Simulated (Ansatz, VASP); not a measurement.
# Cross-check of ZrZn between VASP and Ansatz, part 2 of 2

Aim: how closely do two programs agree when they are given the same cell, functional and k mesh? The structure shown is the end of the VASP relaxation below.

VASP 6.6.1 and Ansatz 0.2.0.

So far: Starting point; VASP: relaxation, PBEsol.

### Step 3. Ansatz: single point, PBEsol

Level of this step: Ansatz beside VASP: Kohn-Sham DFT, plane waves, PBEsol (Ansatz).

Ansatz runs on its default PAW (the set named soft_2) files.

The same cell, functional, mesh and smearing now go to Ansatz, which takes its cutoff from its data sets.

input.yaml reads:

```yaml
crystal:
  lattice:
    - [3.336, 0.0, 0.0]
    - [0.0, 4.71781644, 0.0]
    - [0.0, 0.0, 24.43563289]
  atoms:
    - { symbol: Zr, position: [0.5, 0.0, 0.30692882] }
    - { symbol: Zr, position: [0.5, 0.5, 0.40346441] }
    - { symbol: Zr, position: [0.5, 0.0, 0.49818788] }
    - { symbol: Zr, position: [0.5, 0.5, 0.5931605] }
    - { symbol: Zr, position: [0.5, 0.0, 0.68426761] }
    - { symbol: Zn, position: [0.0, 0.5, 0.30692882] }
    - { symbol: Zn, position: [0.0, 0.0, 0.40346441] }
    - { symbol: Zn, position: [0.0, 0.5, 0.49880466] }
    - { symbol: Zn, position: [0.0, 0.0, 0.59194275] }
    - { symbol: Zn, position: [0.0, 0.5, 0.68955838] }
hamiltonian:
  xc: pbesol
  pseudopotentials: { kind: paw }
kpoints:
  mp_grid: { grid: [6, 4, 1] }
scf:
  occupations: { method: gaussian, width: 0.05 }
  n_extra_bands: 6
efield:
  axis: 3
  dipole_correction: true
  ramp_width: 0.04
output:
  forces: true
  eigenvalues: true
  write_density: true
  write_potential: true
  elf: true
  volumetric_format: npy
```

Command:

```bash
> ansatz run input.yaml --threads 4 --pin off --max-ram 9216MiB --backend cpu --events-out ev --progress --plain --runs-dir out
```

Numbers of over 12 decimals in the logs are rounded to 6 here.

What it wrote:

```text
scf.n_extra_bands = 6 over 60 filled bands (N_el = 120.0): the run solves 66 bands
Engine: ansatz 0.2.0, aarch64-unknown-linux-gnu
Pseudopotentials: kind: paw
Pseudopotential: Zr, paw, valence charge 12, recommended cutoff 420 eV (normal), Zr.paw.azcp
Pseudopotential: Zn, paw, valence charge 12, recommended cutoff 420 eV (normal), Zn.paw.azcp
Functional definition: PBEsol
  exchange = pbesol_x
  correlation = pbesol_c
Crystal: 10 atoms, lattice volume = 384.584 Å³
Basis set: ecut = 420 eV, 7537 PW (Γ), exchange–correlation on 48×64×360 points (8 copies of the dense FFT grid, shifted against one another)
Bands: 66, of which v1, the nominal top of the filled ones, is band 60 counted from 1 (59 counted from 0)
Symmetry: 4 space group operations
Space group: Pmm2 (ITA 25), of the structure as read, at distance tolerance 7.3e-5 Å
k-points: 12 of 24
Non-local potential: Zr, projectors of the file, l = 0: 3, l = 1: 2, l = 2: 2, l = 3: 2
Non-local potential: Zn, projectors of the file, l = 0: 2, l = 1: 2, l = 2: 3, l = 3: 1
PAW form: soft (Blöchl's): semilocal exchange-correlation on the pseudo side does not see the compensation charge
PAW frozen core: Zr, regenerated for the run's functional, and the local potential with it (the file was generated under x = pbe(κ = 0.804, μ = 0.219515), c = pbe(β = 0.066725))
PAW frozen core: Zn, regenerated for the run's functional, and the local potential with it (the file was generated under x = pbe(κ = 0.804, μ = 0.219515), c = pbe(β = 0.066725))
PAW one-centre angular grid: Zr, 590 points (default); XC on 64 Gauss nodes
PAW one-centre angular grid: Zn, 590 points (default); XC on 64 Gauss nodes
Initial density: superposition of atomic densities (neutral atoms: chi_scale 0, normalization atom), corrected by the library's trained network
Initial wavefunctions: pseudopotential atomic-orbital guess
Functional: x = pbesol(κ = 0.804, μ = 0.123457), c = pbesol(β = 0.046)
SCF iter   1: F=—  HF=-37046.908613 eV  |F-HF|=—  |Δ(HF+E_count)|=         —  Δρ=4.40e-3  dr2=4.46e-1  ethr=1.77e-3  p=-0.008 e·Å  D=-3.97e-3 V/Å  ΔV_dip=0.10 eV  dr2_dipole=4.41e-2  V_vac-E_F(+/−)=4.26/4.16 eV  ⟨swp⟩=8.8  Hψ=3890  notcnv=0
efield: sawtooth ramp at fractional position 0.9782 (placed from the atoms, in the widest stretch of the axis that holds none; the zero of the levels goes with the place), width 0.0400; the density the first Hamiltonian is built on has a dipole p = -0.008 e·Å; the dipole correction subtracts the counter field D = -3.97e-3 V/Å, which shifts the + side's vacuum level by +0.10 eV against the − side's; the planar-averaged density in the ramp window peaks in size at 1.6e-5 e/Å³
preconditioner: auto → LDOS  [metal: Δε(μ)=0.014 eV  Ē_g=5.896 eV  σ=0.050 eV  W_gap=0.16  n_scr=64 (ndim 8)  ℏωp=16.9 eV  f_vac=0.463  D(μ)=11.88/eV (n_scr^D=90)  β→1.0]
SCF iter   2: F=—  HF=-37046.906643 eV  |F-HF|=—  |Δ(HF+E_count)|=   1.97e-3  Δρ=4.26e-3  dr2=4.83e-2  ethr=3.72e-4  p=-0.010 e·Å  D=-4.59e-3 V/Å  ΔV_dip=0.11 eV  dr2_dipole=1.36e-3  V_vac-E_F(+/−)=4.25/4.14 eV  ⟨swp⟩=2.0  Hψ=1484  notcnv=0  defer=6
SCF iter   3: F=—  HF=-37046.894418 eV  |F-HF|=—  |Δ(HF+E_count)|=   1.22e-2  Δρ=1.99e-3  dr2=1.27e-2  ethr=4.03e-5  p=-0.009 e·Å  D=-4.24e-3 V/Å  ΔV_dip=0.10 eV  dr2_dipole=9.85e-4  V_vac-E_F(+/−)=4.23/4.12 eV  ⟨swp⟩=2.1  Hψ=1333  notcnv=0  defer=6
SCF iter   4: F=—  HF=-37046.891172 eV  |F-HF|=—  |Δ(HF+E_count)|=   3.25e-3  Δρ=5.39e-4  dr2=2.58e-3  ethr=1.06e-5  p=-0.009 e·Å  D=-4.14e-3 V/Å  ΔV_dip=0.10 eV  dr2_dipole=2.65e-4  V_vac-E_F(+/−)=4.22/4.12 eV  ⟨swp⟩=2.0  Hψ=1337  notcnv=0  defer=5
SCF iter   5: F=—  HF=-37046.891260 eV  |F-HF|=—  |Δ(HF+E_count)|=   8.85e-5  Δρ=3.71e-4  dr2=4.41e-4  ethr=2.15e-6  p=-0.009 e·Å  D=-4.04e-3 V/Å  ΔV_dip=0.10 eV  dr2_dipole=3.87e-5  V_vac-E_F(+/−)=4.21/4.11 eV  ⟨swp⟩=2.0  Hψ=1219  notcnv=0  defer=5
SCF iter   6: F=—  HF=-37046.891276 eV  |F-HF|=—  |Δ(HF+E_count)|=   1.57e-5  Δρ=2.07e-4  dr2=1.25e-4  ethr=3.68e-7  p=-0.008 e·Å  D=-3.96e-3 V/Å  ΔV_dip=0.10 eV  dr2_dipole=2.36e-6  V_vac-E_F(+/−)=4.21/4.11 eV  ⟨swp⟩=2.1  Hψ=1250  notcnv=0  defer=5
SCF iter   7: F=—  HF=-37046.891281 eV  |F-HF|=—  |Δ(HF+E_count)|=   4.99e-6  Δρ=6.81e-5  dr2=1.66e-5  ethr=1.04e-7  p=-0.008 e·Å  D=-3.89e-3 V/Å  ΔV_dip=0.10 eV  dr2_dipole=8.31e-8  V_vac-E_F(+/−)=4.21/4.11 eV  ⟨swp⟩=2.0  Hψ=1246  notcnv=0  defer=5
SCF iter   8: F=—  HF=-37046.891662 eV  |F-HF|=—  |Δ(HF+E_count)|=   3.81e-4  Δρ=3.21e-5  dr2=4.22e-6  ethr=1.38e-8  p=-0.008 e·Å  D=-3.84e-3 V/Å  ΔV_dip=0.09 eV  dr2_dipole=1.38e-8  V_vac-E_F(+/−)=4.21/4.11 eV  ⟨swp⟩=2.0  Hψ=1248  notcnv=0  defer=5
SCF iter   9: F=—  HF=-37046.891663 eV  |F-HF|=—  |Δ(HF+E_count)|=   1.72e-6  Δρ=2.63e-5  dr2=2.19e-6  ethr=3.52e-9  p=-0.008 e·Å  D=-3.82e-3 V/Å  ΔV_dip=0.09 eV  dr2_dipole=6.42e-8  V_vac-E_F(+/−)=4.20/4.11 eV  ⟨swp⟩=2.0  Hψ=1254  notcnv=0  defer=5
SCF iter  10: F=—  HF=-37046.891663 eV  |F-HF|=—  |Δ(HF+E_count)|=   3.69e-7  Δρ=6.81e-6  dr2=2.11e-7  ethr=1.83e-9  p=-0.008 e·Å  D=-3.81e-3 V/Å  ΔV_dip=0.09 eV  dr2_dipole=1.58e-9  V_vac-E_F(+/−)=4.20/4.11 eV  ⟨swp⟩=2.0  Hψ=1194  notcnv=0  defer=5
SCF iter  11: F=-37046.891663 eV  HF=-37046.891663 eV  |F-HF|=5.46e-9  |Δ(HF+E_count)|=   1.80e-7  Δρ=2.76e-6  dr2=2.90e-8  ethr=8.33e-11  p=-0.008 e·Å  D=-3.80e-3 V/Å  ΔV_dip=0.09 eV  dr2_dipole=3.12e-9  V_vac-E_F(+/−)=4.20/4.11 eV  ⟨swp⟩=14.8  Hψ=6909  notcnv=0
SCF 1 converged in 11 iterations: F = -37046.891663 eV  dr2 = 2.90e-8
  greatest PAW one-centre occupation: 0.997 electrons in one spin orbital (limit 2), on the Zr atom at site 4 (counted from 0), in its partial waves of l = 0
WARN: The output density's exchange-correlation potential varies sharply where the density is thin. Do not read a vacuum level from v_tot or v_xc, or from such a field of the output density. On a cell that repeats whose density bears no net charge and no dipole along the vacuum's axis use v_es (v_loc + v_h of the components); under efield.dipole_correction with no amplitude use v_es + v_field, which holds any externa [...]
SCF converged after 11 iterations
Free energy (F): -37046.891663 eV
Harris-Foulkes:  -37046.891663 eV  (|F-HF|=5.46e-9)
Internal energy: -37046.877335 eV  (E = F + TS)
E sigma→0 (E₀):  -37046.884499 eV
Entropy (-TS):   -0.014328 eV (-1.433 meV/atom)
Fermi energy:    4.217978 eV
Dipole field:    D = -0.003750 V/Å  (p = -0.007971 e·Å, saw-weighted, corrected)
Work function:   Φ+ = 4.2037 eV   Φ− = 4.1120 eV
Levels:          The Fermi level and band energies are counted from a zero that moves with the ramp; work functions are not
--- Per-component energies (eV) ---
  E_band       = -1208.028099
  E_kinetic    = 2316.094498
  E_local      = -106151.662428  (includes V_loc(G=0)·N_el)
  E_nonlocal   = 3457.470223
  E_hartree    = 51364.262853
  E_xc         = -1482.577989
  E_vxc        = -1216.035814  (∫ρ·V_xc dr)
  E_paw        = -23427.659412  (= ΣΔE_a)
  E_vpaw       = -2342.396755  (= ΣTr[D̂ρ^β])
  E_aug_tail   = -0.001636  (compensation charges beyond the density's cutoff)
  E_efield     = 0.000015  (sawtooth field / dipole correction)
  E_vefield    = -0.006269  (∫n·V_field dr)
  E_ewald      = 36872.381164
  E_core_change = 4.815377  (= ΣΔE_core)
  E_smearing   = -0.014328  (= −TS)
  E_closure    = 0.000000  (closes the sum)
  Σ components = -37046.891663   (vs F -37046.891663, Δ=0.00e0)
--- Forces (eV/Å), atoms counted from 1 ---
  atom   1  Zr     0.00000000     0.00000000     0.42389577
  atom   2  Zr     0.00000000     0.00000000    -0.12675812
  atom   3  Zr     0.00000000     0.00000000    -0.02167261
  atom   4  Zr     0.00000000     0.00000000    -0.00412132
  atom   5  Zr     0.00000000     0.00000000    -0.02161428
  atom   6  Zn     0.00000000     0.00000000     0.07903371
  atom   7  Zn     0.00000000     0.00000000    -0.27120630
  atom   8  Zn     0.00000000     0.00000000    -0.04007164
  atom   9  Zn     0.00000000     0.00000000    -0.00807236
  atom  10  Zn     0.00000000     0.00000000    -0.00940541
  max |Σ_I F_I| component: 7.44e-6 eV/Å
--- Band table (eV; the first three rows and the last of 12) ---
  k-point 0: bands = [... 56 lower, 3.5394, 3.7029, 3.8217, 4.2387, 4.5900, 4.7526, 4.8990, 5.6162, ... 2 higher]
  k-point 1: bands = [... 56 lower, 3.5993, 3.7961, 4.1586, 4.2407, 4.5473, 4.6081, 4.9497, 5.3493, ... 2 higher]
  k-point 2: bands = [... 56 lower, 3.6832, 3.7293, 3.7727, 3.8254, 4.8062, 4.9136, 4.9274, 4.9835, ... 2 higher]
  k-point 11: bands = [... 56 lower, 3.5762, 4.0553, 4.1822, 4.4239, 4.7249, 4.8081, 4.8135, 4.8572, ... 2 higher]
```

Elapsed: 22 s, on 4 threads of Arm Neoverse N1, shared host; peak memory 0.94 GiB; 85 s of CPU time.

### Step 4. Differences

Known differences besides the potentials themselves: the cutoff is 420 eV in Ansatz and 300 eV in VASP (PREC = Normal); Ansatz makes its cores anew for this functional, VASP keeps those of its PBE data sets. Total energies have different zeros and are not compared.

Forces (eV/Å; atoms numbered as in POSCAR):

```
atom        Ansatz x, y, z          VASP x, y, z
 Zr1   0.000, 0.000, 0.424   0.000, 0.000, 0.405
 Zr2  0.000, 0.000, -0.127  0.000, 0.000, -0.125
 Zr3  0.000, 0.000, -0.022  0.000, 0.000, -0.021
 Zr4  0.000, 0.000, -0.004  0.000, 0.000, -0.012
 Zr5  0.000, 0.000, -0.022   0.000, 0.000, 0.004
 Zn6   0.000, 0.000, 0.079   0.000, 0.000, 0.049
 Zn7  0.000, 0.000, -0.271  0.000, 0.000, -0.276
 Zn8  0.000, 0.000, -0.040  0.000, 0.000, -0.030
 Zn9  0.000, 0.000, -0.008  0.000, 0.000, -0.001
Zn10  0.000, 0.000, -0.009   0.000, 0.000, 0.007
```

The forces differ by 9.0 meV/Å r.m.s., which is 9.7 % of the r.m.s. force of 0.09 eV/Å (both taken over all components, held atoms included).

### Step 5. Summary of results

```
r.m.s. force difference (single point, PBEsol) : 9.0 meV/Å
```

What this shows: The r.m.s. force difference is 9.0 meV/Å (single point, PBEsol), within the 12 meV/Å picked in this series as the mark of a large difference. How closely two codes agree says nothing of how well the functional describes the real material.

[Lines on the potential files, build, host, timing and source positions are cut from VASP's logs without a mark.]

[Logs are printed without paths, hosts, clocks, repeated set-up lines and the standing remarks that a program may print on its own settings, such as how far it seeks lower states.]

[Hosts, paths, dates, database ids (printed as entryN), source tags and the programs' standing remarks are cut or masked in the printed files.]
